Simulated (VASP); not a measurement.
# ScAl₃, energy difference of two geometries: which settings are enough?

ScAl₃, Pm-3m (no. 221), 4 atoms in the cell. SCAN, energy difference of two geometries; PAW potentials Sc_sv, Al (PBE set). VASP 6.6.1.

Wanted: energy difference within 0.5 meV/atom.

What the run is for: energy difference; Accuracy asked: standard; Second geometry: last atom moved by 0.05 A along z, cell strained by +1.0% along z.

The series start from Plane-wave cutoff (eV): 310; Smearing width (eV): 0.1; k-point mesh: 9 × 9 × 9; Precision mode (PREC): Accurate; Electronic threshold (eV): 1e-6; Aspherical gradient terms in the spheres (LASPH): yes; Electronic algorithm: ALGO=Normal. Each series keeps the choices made before it, and each single choice may use up half of a tolerance. Times cover all steps of a run.

## Plane-wave cutoff (eV)

| Plane-wave cutoff (eV) | Energy difference (meV/atom) | Time (s) |
|---|---|---|
| 190 | 5.73 | 40 |
| 240 | 2.55 | 39 |
| 280 | 2.63 | 41 |
| 310 | 2.73 | 52 |
| 360 | 2.92 | 64 |
| 420 | 2.95 | 68 |
| 500 | 2.84 | 87 |
| 620 (reference) | 2.89 | 106 |

Chosen: 310, the loosest value from which every tighter one stays within half of the tolerance.

## Smearing width (eV)

| Smearing width (eV) | Energy difference (meV/atom) | Time (s) |
|---|---|---|
| 0.4 | 2.97 | 33 |
| 0.3 | 2.94 | 33 |
| 0.2 | 2.88 | 33 |
| 0.15 | 2.82 | 34 |
| 0.1 | 2.73 | 52 |
| 0.05 (reference) | 2.53 | 34 |

Chosen: 0.1.

## k-point mesh

| k-point mesh | Energy difference (meV/atom) | Time (s) |
|---|---|---|
| 3 × 3 × 3 | 2.70 | 15 |
| 4 × 4 × 4 | 3.01 | 21 |
| 5 × 5 × 5 | 2.66 | 22 |
| 6 × 6 × 6 | 2.82 | 28 |
| 7 × 7 × 7 | 2.86 | 25 |
| 9 × 9 × 9 | 2.73 | 52 |
| 11 × 11 × 11 | 3.10 | 43 |
| 13 × 13 × 13 (reference) | 2.99 | 57 |

Chosen: 11 × 11 × 11.

## Precision mode (PREC)

| Precision mode (PREC) | Energy difference (meV/atom) | Time (s) |
|---|---|---|
| SingleN | 3.29 | 45 |
| Normal | 3.18 | 43 |
| Single | 2.88 | 41 |
| Accurate (reference) | 3.10 | 43 |

Chosen: SingleN.

## Electronic threshold (eV)

| Electronic threshold (eV) | Energy difference (meV/atom) | Time (s) |
|---|---|---|
| 0.001 | 3.30 | 25 |
| 0.0001 | 3.28 | 29 |
| 1e-5 | 3.28 | 32 |
| 1e-6 | 3.29 | 45 |
| 1e-7 (reference) | 3.29 | 45 |

Chosen: 0.001.

## Aspherical gradient terms in the spheres (LASPH)

| Aspherical gradient terms in the spheres (LASPH) | Energy difference (meV/atom) | Time (s) |
|---|---|---|
| yes | 3.30 | 25 |
| no | 3.31 | 18 |

Chosen: yes; no other choice that stays within half of the tolerance saves 30 % of the time.

## Electronic algorithm

| Electronic algorithm | Energy difference (meV/atom) | Time (s) |
|---|---|---|
| ALGO=Normal | 3.30 | 25 |
| ALGO=Fast | 3.85 | 32 |
| ALGO=VeryFast | 41.95 | 71 |
| ALGO=All ISEARCH=1 | 3.33 | 38 |
| ALGO=All ISEARCH=0 | 3.29 | 38 |
| ALGO=Damped TIME=0.4 | 3.19 | 38 |
| ALGO=Damped TIME=0.1 | 3.34 | 57 |

Chosen: ALGO=Normal.

## All choices together

| Input | Energy difference (meV/atom) | Time (s) |
|---|---|---|
| the program's defaults (naive) | 2.90 | 3.7 |
| chosen settings | 3.30 | 25 |
| reference settings throughout | 3.14 | 335 |

The tolerance is met.

## The input

INCAR:
```
SYSTEM = ScAl3
METAGGA  = SCAN           ! meta-GGA
ISMEAR   = 2              ! smearing method
SIGMA    = 0.1            ! smearing width, eV
LWAVE    = .FALSE.        ! write WAVECAR
LCHARG   = .FALSE.        ! write CHGCAR
ISIF     = 2              ! what is computed and relaxed
PREC     = SingleN        ! precision mode
LASPH    = .TRUE.         ! aspherical terms in the spheres
LREAL    = .FALSE.        ! projectors in reciprocal space
ALGO     = Normal         ! electronic algorithm
EDIFF    = 0.001          ! SCF threshold, eV
NELM     = 120            ! most SCF steps
GGA_COMPAT= .FALSE.      
ENCUT    = 310            ! plane-wave cutoff, eV
LMIXTAU  = .TRUE.       
KPAR     = 8             
```

KPOINTS:
```
Automatic mesh
0
Gamma
  11 11 11
  0 0 0
```

POSCAR.step1:
```
ScAl3
1.0
    4.0878065700      0.0000000000      0.0000000000
    0.0000000000      4.0878065700      0.0000000000
    0.0000000000      0.0000000000      4.0878065700
Sc Al
1 3
Direct
    0.0000000000      0.0000000000      0.0000000000
    0.5000000000      0.5000000000      0.0000000000
    0.0000000000      0.5000000000      0.5000000000
    0.5000000000      0.0000000000      0.5000000000
```

POSCAR.step2:
```
ScAl3
1.0
    4.0878065700      0.0000000000      0.0000000000
    0.0000000000      4.0878065700      0.0000000000
    0.0000000000      0.0000000000      4.1286846357
Sc Al
1 3
Direct
    0.0000000000      0.0000000000      0.0000000000
    0.5000000000      0.5000000000      0.0000000000
    0.0000000000      0.5000000000      0.5000000000
    0.5000000000      0.0000000000      0.5122315000
```

Commands (each step's output is kept before the next begins):
```
cat potpaw_PBE.64/Sc_sv/POTCAR potpaw_PBE.64/Al/POTCAR > POTCAR
cp POSCAR.step1 POSCAR
mpirun -np 8 vasp_std > vasp.out
cp POSCAR.step2 POSCAR
mpirun -np 8 vasp_std > vasp.out
```

The naive input happens to agree within the tolerance here, in 3.7 s.

The chosen input took VASP 6.6.1 25 s on 8 cores (Intel Xeon Platinum 8375C @ 2.90GHz (Ice Lake)), a shared host.

## An input that fails: damping step far too long

The electronic loop stops at its limit of 89 steps.

Changes against the starting input:
```
- ALGO = Normal
- NELM = 120
+ ALGO = Damped
+ NELM = 89
+ TIME = 2.0
```
